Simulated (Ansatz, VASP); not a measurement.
Se: VASP beside Ansatz

```
CELL_PARAMETERS angstrom
2.54430 -4.81311 0.00000
2.54430 4.81311 0.00000
0.00000 0.00000 4.27167
ATOMIC_POSITIONS crystal
Se 0.60564 0.39436 0.65377
Se 0.10564 0.89436 0.84623
Se 0.39436 0.60564 0.34623
Se 0.89436 0.10564 0.15377
```

Alike in both runs: functional PBE; k mesh 10 × 10 × 10; occupations gaussian, width 0.1 eV; no spin polarisation.

Ansatz relaxed the structure, and its values are those at the end. VASP's run is a single point on that final structure, the one shown.

|  | VASP | Ansatz |
| --- | --- | --- |
| version | VASP 6.6.1 | Ansatz 0.2.0 |
| potentials or method | VASP PAW PBE potentials, release 64 (Se) | scalar-relativistic, plane waves, PAW |
| plane-wave cutoff (eV) | 520 | 420 |
| valence electrons in the cell | 24 | 64 |

VASP gave:

| Property | Result |
| --- | --- |
| gap on the k mesh at the Fermi level (eV) | none |
| pressure (GPa) | 0.1 |
| rms of the force components (eV/Å) | 0.013 |

Question: What did Ansatz give for the same quantities?

Answer: gap on the k mesh at the Fermi level (eV): none; pressure (GPa): 0.0; rms of the force components (eV/Å): 0.003.

A gap of «none» marks a metal or a gap that the smearing closes. With one functional, cell and mesh, what is left measures potentials, basis and numerics. The two sets of potentials don't hold the same shells in valence.
